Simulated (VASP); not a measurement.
# C (Fd-3m) in VASP: phonons with PBE

Aim: the phonons of C with PBE.

All numbers are computed with VASP 6.6.1; they aren't measurements. Logs are shortened: lines on timing, memory, paths and dates and some standing lists are left out, and cuts for length are marked.

## Step 1: The structure

The structure is cubic, space group Fd-3m (No. 227). Conventional cell: a = 3.567 Å, b = 3.567 Å, c = 3.567 Å, α = 90.00°, β = 90.00°, γ = 90.00°. C (site symmetry -43m) has 4 C at 1.54 Å as nearest neighbours.

This isn't the form of C at room conditions, which is graphite.

## Step 2: Phonons, PBE

File POSCAR:

```
C
1.0
    0.0000000000      1.7833700000      1.7833700000
    1.7833700000      0.0000000000      1.7833700000
    1.7833700000      1.7833700000      0.0000000000
C
2
Direct
    0.0000000000      0.0000000000      0.0000000000
    0.2500000000      0.2500000000      0.2500000000
```

File INCAR.step1:

```
PREC = Accurate ; ENCUT = 600
EDIFF = 1E-8 ; ISMEAR = 0
SIGMA = 0.02 ; LREAL = F
LASPH = T ; NELM = 100
ALGO = Normal ; ISIF = 3
LWAVE = F ; LCHARG = F
GGA = PE ; IBRION = 2
NSW = 40 ; EDIFFG = -0.002
```

File INCAR.step2:

```
PREC = Accurate ; ENCUT = 600
EDIFF = 1E-8 ; ISMEAR = 0
SIGMA = 0.02 ; LREAL = F
LASPH = T ; NELM = 100
ALGO = Normal ; ISIF = 2
LWAVE = F ; LCHARG = F
GGA = PE ; IBRION = 8
NSW = 1
```

File KPOINTS:

```
regular mesh
0
Gamma
  12 12 12
```

Potentials or basis: VASP PAW PBE potentials, release 64 (C).

Run with:

```bash
cat potpaw_PBE.64/C/POTCAR > POTCAR
cp INCAR.step1 INCAR
mpirun -np 1 vasp_std > vasp.out
cp CONTCAR POSCAR
cp INCAR.step2 INCAR
mpirun -np 1 vasp_std > vasp.out
```

OUTCAR:

```text
PREC = Accurate
   ENCUT = 600
   EDIFF = 1E-8
   ISMEAR = 0
   LREAL = F
   LASPH = T
   NELM = 100
   ISIF = 2
   GGA = PE
   IBRION = 8
   NSW = 1

 ion  position               nearest neighbor table
   1  0.000  0.000  0.000-   2 1.55   2 1.55   2 1.55   2 1.55
   2  0.250  0.250  0.250-   1 1.55   1 1.55   1 1.55   1 1.55

  LATTYP: Found a face centered cubic cell.
 ALAT       =     3.5715732282

  Lattice vectors:

 A1 = (   0.0000000000,   1.7857866141,   1.7857866141)
 A2 = (   1.7857866141,   0.0000000000,   1.7857866141)
 A3 = (   1.7857866141,   1.7857866141,   0.0000000000)

Analysis of symmetry for initial positions (statically):
=====================================================================
 Subroutine PRICEL returns:
 Original cell was already a primitive cell.

 Routine SETGRP: Setting up the symmetry group for a
 face centered cubic supercell.

 Subroutine GETGRP returns: Found 48 space group operations
 (whereof 24 operations were pure point group operations)
 out of a pool of 48 trial point group operations.

The static configuration has the point symmetry T_d .
 The point group associated with its full space group is O_h .

Analysis of symmetry for dynamics (positions and initial velocities):
=====================================================================
 Subroutine PRICEL returns:
 Original cell was already a primitive cell.

 Routine SETGRP: Setting up the symmetry group for a
 face centered cubic supercell.

 Subroutine GETGRP returns: Found 48 space group operations
 (whereof 24 operations were pure point group operations)
 out of a pool of 48 trial point group operations.

The dynamic configuration has the point symmetry T_d .
 The point group associated with its full space group is O_h .

 Subroutine INISYM returns: Found 48 space group operations
 (whereof 24 operations are pure point group operations),
 and found     1 'primitive' translations

----------------------------------------------------------------------------------------

                                     Primitive cell

  volume of cell :      11.3899

  direct lattice vectors                    reciprocal lattice vectors
     0.000000000  1.785786614  1.785786614    -0.279988659  0.279988659  0.279988659
     1.785786614  0.000000000  1.785786614     0.279988659 -0.279988659  0.279988659
     1.785786614  1.785786614  0.000000000     0.279988659  0.279988659 -0.279988659

  length of vectors
     2.525483649  2.525483649  2.525483649     0.484954584  0.484954584  0.484954584

  position of ions in fractional coordinates (direct lattice)
     0.000000000  0.000000000  0.000000000
     0.250000000  0.250000000  0.250000000

  ion indices of the primitive-cell ions
   primitive index   ion index
                 1           1
                 2           2

----------------------------------------------------------------------------------------

 KPOINTS: regular mesh

Automatic generation of k-mesh.
 Grid dimensions read from file:
 generate k-points for:   12   12   12

 Generating k-lattice:

  Cartesian coordinates                     Fractional coordinates (reciprocal lattice)
    -0.023332388  0.023332388  0.023332388     0.083333333  0.000000000  0.000000000
     0.023332388 -0.023332388  0.023332388     0.000000000  0.083333333  0.000000000
     0.023332388  0.023332388 -0.023332388     0.000000000  0.000000000  0.083333333

  Length of vectors
     0.040412882  0.040412882  0.040412882

  Shift w.r.t. Gamma in fractional coordinates (k-lattice)
     0.000000000  0.000000000  0.000000000

 Subroutine IBZKPT returns following result:
[... 78 lines left out ...]
   LEPSILON=     F    determine dielectric tensor
   LRPA    =     F    only Hartree local field effects (RPA)
 non-spin polarized calculation
 Gauss-broadening in eV      SIGMA  =   0.02
  energy-cutoff  :      600.00
  volume of cell :       11.39
 maximum number of plane-waves:       392
   NGX =  9   NGY =  9   NGZ =  9

--------------------------------------- Ionic step        1  -------------------------------------------

 number of electron       7.9999999 magnetization

 Free energy of the ion-electron system (eV)
  ---------------------------------------------------
  ext. energy  EPLUGINS =         0.00000000
  ---------------------------------------------------
  free energy    TOTEN  =       -18.19049245 eV

  energy without entropy =      -18.19049245  energy(sigma->0) =      -18.19049245

 E-fermi :   9.8530     XC(G=0): -13.2303

 val. band max:        9.6698290281   @ k =   0.0000   0.0000   0.0000
 cond. band min:      13.8141176894   @ k =   0.3333   0.3333   0.0000
 fundamental gap:      4.1442886613
 Fermi energy:         9.8530234243

 k-point     1 :       0.0000    0.0000    0.0000
  band No.  band energies     occupation
      1     -11.7521      2.00000
      2       9.6698      2.00000
      3       9.6698      2.00000
      4       9.6698      2.00000
      5      15.2489      0.00000
      6      15.2489      0.00000
      7      15.2489      0.00000
      8      22.9082      0.00000
[... 243 lines left out ...]
 k-point    24 :      -0.4167    0.1667    0.0000
  band No.  band energies     occupation
      1      -5.5928      2.00000
      2      -2.8186      2.00000
      3       4.2128      2.00000
      4       6.0962      2.00000
      5      17.1888      0.00000
      6      19.8736      0.00000
      7      20.8219      0.00000
      8      25.0592      0.00000

 [... further k-points ...]

------------------------ aborting loop because EDIFF is reached ----------------------------------------

  FORCE on cell =-STRESS in cart. coord.  units (eV):
  Direction    XX          YY          ZZ          XY          YZ          ZX
  --------------------------------------------------------------------------------------
  -------------------------------------------------------------------------------------
  Total       -0.0000804     -0.0000804     -0.0000804     -0.0000000      0.0000000     -0.0000000
  in kB       -0.0113129     -0.0113129     -0.0113129     -0.0000000      0.0000000     -0.0000000
  external PRESSURE =      -0.0113129 kB  Pullay stress =       0.0000000 kB

 VOLUME and BASIS-vectors are now :
 -----------------------------------------------------------------------------
  energy-cutoff  :      600.00
  volume of cell :       11.39
      direct lattice vectors                 reciprocal lattice vectors
     0.000000000  1.785786614  1.785786614    -0.279988659  0.279988659  0.279988659
     1.785786614  0.000000000  1.785786614     0.279988659 -0.279988659  0.279988659
     1.785786614  1.785786614  0.000000000     0.279988659  0.279988659 -0.279988659

 POSITION                                       TOTAL-FORCE (eV/Angst)
 -----------------------------------------------------------------------------------
      0.00000      0.00000      0.00000        -0.000000     -0.000000     -0.000000
      0.89289      0.89289      0.89289         0.000000      0.000000      0.000000
 -----------------------------------------------------------------------------------
    total drift:                                0.000000      0.000000      0.000000

  FREE ENERGIE OF THE ION-ELECTRON SYSTEM (eV)
  ---------------------------------------------------
  free  energy   TOTEN  =       -18.1904924515 eV

  energy  without entropy=      -18.1904924515  energy(sigma->0) =      -18.19049245

[... ionic steps 2 to 3 ...]

--------------------------------------- Ionic step        4  -------------------------------------------

 Free energy of the ion-electron system (eV)
  ---------------------------------------------------
  ---------------------------------------------------
  free energy    TOTEN  =        -0.11185412 eV

  energy without entropy =       -0.11185412

------------------------ aborting loop because EDIFF is reached ----------------------------------------

 INTERNAL STRAIN TENSOR  FOR ION    1  DIRECTION 1   (eV/Angst):
 -----------------------------------------------------------------------------
     0.00514  0.00000  0.00000
     0.00000 -0.00207  2.77573
     0.00000  2.77573 -0.00207

 INTERNAL STRAIN TENSOR FOR ION    2 for displacements in x,y,z  (eV/Angst):
          X           Y           Z          XY          YZ          ZX
  --------------------------------------------------------------------------------
  x    -0.00000     0.00000     0.00000     0.00000    -2.77573     0.00000
  y    -0.00000     0.00000    -0.00000     0.00000     0.00000    -2.77573
  z     0.00000     0.00000    -0.00000    -2.77573     0.00000     0.00000

 SECOND DERIVATIVES (NOT SYMMETRIZED)
 ------------------------------------
               1X          1Y          1Z          2X          2Y          2Z
  1X   -36.956725    0.000000    0.000000   36.956725    0.000000    0.000000
  1Y     0.000000  -36.956725    0.000000    0.000000   36.956725    0.000000
  1Z     0.000000    0.000000  -36.956725    0.000000    0.000000   36.956725
  2X    36.956725    0.000000    0.000000  -36.956725    0.000000    0.000000
  2Y     0.000000   36.956725    0.000000    0.000000  -36.956725    0.000000
  2Z     0.000000    0.000000   36.956725    0.000000    0.000000  -36.956725

 Eigenvectors and eigenvalues of the dynamical matrix
 ----------------------------------------------------

   1 f  =   38.781346 THz   243.670382 2PiTHz 1293.606454 cm-1   160.386687 meV
             X         Y         Z           dx          dy          dz
      0.000000  0.000000  0.000000     0.707107    0.000000    0.000000
      0.892893  0.892893  0.892893    -0.707107    0.000000    0.000000
[... 16 lines left out ...]
   5 f  =    0.000000 THz     0.000000 2PiTHz    0.000000 cm-1     0.000000 meV
             X         Y         Z           dx          dy          dz
      0.000000  0.000000  0.000000     0.707107    0.000000    0.000000
      0.892893  0.892893  0.892893     0.707107    0.000000    0.000000

   6 f/i=    0.000000 THz     0.000003 2PiTHz    0.000016 cm-1     0.000002 meV
             X         Y         Z           dx          dy          dz
      0.000000  0.000000  0.000000     0.000000    0.146171    0.691834
      0.892893  0.892893  0.892893     0.000000    0.146171    0.691834

--------------------------------------------------------------------------------------------------------

 ELASTIC MODULI CONTR FROM IONIC RELAXATION (kBar)
 Direction    XX          YY          ZZ          XY          YZ          ZX
 --------------------------------------------------------------------------------
 XX          -0.0000      0.0000      0.0000      0.0000     -0.0000     -0.0000
 YY           0.0000     -0.0000      0.0000      0.0000      0.0000      0.0000
 ZZ           0.0000      0.0000     -0.0000     -0.0000      0.0000     -0.0000
 XY           0.0000      0.0000     -0.0000    -29.3260      0.0000      0.0000
 YZ          -0.0000      0.0000      0.0000      0.0000    -29.3260      0.0000
 ZX          -0.0000      0.0000     -0.0000      0.0000      0.0000    -29.3260
 --------------------------------------------------------------------------------
```

It took 25 s on 1 thread of Intel Xeon 6975P-C (Granite Rapids), shared host; peak memory 0.16 GiB.

Results:

```
Relaxed volume                         : 5.69 Å³/atom
Relaxed cell                           : a = 2.525 Å, b = 2.525 Å, c = 2.525 Å, α = 60.00°, β = 60.00°, γ = 60.00°
Space group after relaxing (to 0.05 Å) : Fd-3m (No. 227)
Highest phonon frequency at Γ          : 1294 cm⁻¹
```

The path:
```tsv
step	energy change (eV)	largest force (eV/Å)	pressure (GPa)	volume (Å³)
1	0.0000	0.0000	1.78	11.34
2	0.0001	0.0000	-2.15	11.45
3	-0.0003	0.0000	0.01	11.39
```

Final structure:
```cif
data_structure
_symmetry_space_group_name_H-M 'P 1'
_symmetry_Int_Tables_number 1
_cell_length_a 2.5255
_cell_length_b 2.5255
_cell_length_c 2.5255
_cell_angle_alpha 60.000
_cell_angle_beta 60.000
_cell_angle_gamma 60.000
_cell_volume 11.39
loop_
_atom_site_label
_atom_site_type_symbol
_atom_site_fract_x
_atom_site_fract_y
_atom_site_fract_z
_atom_site_occupancy
C1 C 0.00000 0.00000 0.00000 1
C2 C 0.25000 0.25000 0.25000 1
```

Phonon frequencies in cm⁻¹ (negative: imaginary):
```csv
q point,frequencies
"(0.000, 0.000, 0.000)",0 0 0 1294 1294 1294
```
